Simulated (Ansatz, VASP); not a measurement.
This is a calculation of CuI for Ansatz 0.2.0.

Contents of input.yaml:

```yaml
crystal:
  lattice:
    - [4.1704164815, 0.0, 0.0]
    - [0.0, 4.1704164815, 0.0]
    - [0.0, 0.0, 6.6799506231]
  atoms:
    - { symbol: I, position: [0.0, 0.5, 0.74303436] }
    - { symbol: I, position: [0.5, 0.0, 0.25696564] }
    - { symbol: Cu, position: [0.0, 0.0, 0.0] }
    - { symbol: Cu, position: [0.5, 0.5, 0.0] }
hamiltonian:
  xc: pbesol
  pseudopotentials: { kind: paw }
kpoints:
  mp_grid: { grid: [7, 7, 4] }
scf:
  occupations: { method: fermi_dirac, width: 0.05 }
output:
  forces: true
  stress: true
  eigenvalues: true
```

Potentials or basis: Ansatz PAW.

The run is started by

```bash
$ ansatz run input.yaml --threads 2 --pin off --max-ram 5632MiB --backend cpu --events-out ev --progress --plain --runs-dir out
```

Q: Translate it to VASP 6.6.1. Potentials there: VASP PAW PBE potentials, release 64 (I, Cu).

A: As run (the cutoff follows the program's own potentials):

File INCAR:

```
PREC = Accurate
ENCUT = 520
EDIFF = 1E-7
ISMEAR = -1
SIGMA = 0.05
LREAL = F
LASPH = T
NELM = 100
ALGO = Normal
ISIF = 2
LWAVE = F
LCHARG = F
GGA = PS
NBANDS = 26
```

KPOINTS

```
regular mesh
0
Gamma
  7 7 4
```

POSCAR

```
CuI
1.0
    4.1704164815      0.0000000000      0.0000000000
    0.0000000000      4.1704164815      0.0000000000
    0.0000000000      0.0000000000      6.6799506231
I Cu
2 2
Direct
    0.0000000000      0.5000000000      0.7430343600
    0.5000000000      0.0000000000      0.2569656400
    0.0000000000      0.0000000000      0.0000000000
    0.5000000000      0.5000000000      0.0000000000
```

Potentials or basis: VASP PAW PBE potentials, release 64 (I, Cu).

Run with:

```bash
$ cat potpaw_PBE.64/I/POTCAR potpaw_PBE.64/Cu/POTCAR > POTCAR
$ mpirun -np 1 vasp_std > vasp.out
```

Both were run:

|  | VASP | Ansatz | Ansatz less VASP |
| --- | --- | --- | --- |
| gap on the k mesh at the Fermi level (eV) | 1.41 | 1.40 | -0.010 |
| least direct gap on the mesh (eV) | 1.41 | 1.40 | -0.010 |
| pressure (GPa) | -3.6 | -3.7 | -0.08 |
| largest component of the traceless stress (GPa) | 0.14 | 0.16 | +0.018 |
| rms of the force components (eV/Å) | 0.269 | 0.276 | +0.0071 |

Atom by atom the forces differ by 0.007 eV/Å (rms over components). The two sets of potentials don't hold the same shells in valence.

Caveats: spin-orbit coupling is left out, which moves the levels of the heavy elements; this functional lacks dispersion, which binds the layers, so the pressure and a relaxed spacing across them are unreliable; the PAW data sets were made with another functional, which shifts forces and pressure a little (VASP); odd divisions of the mesh miss points on the zone boundary, where band edges often lie, so the gap on the mesh can be too wide (Ansatz); the PAW data sets come from PBE, with cores solved anew for the run's functional, which leaves a small shift of forces and pressure (Ansatz).
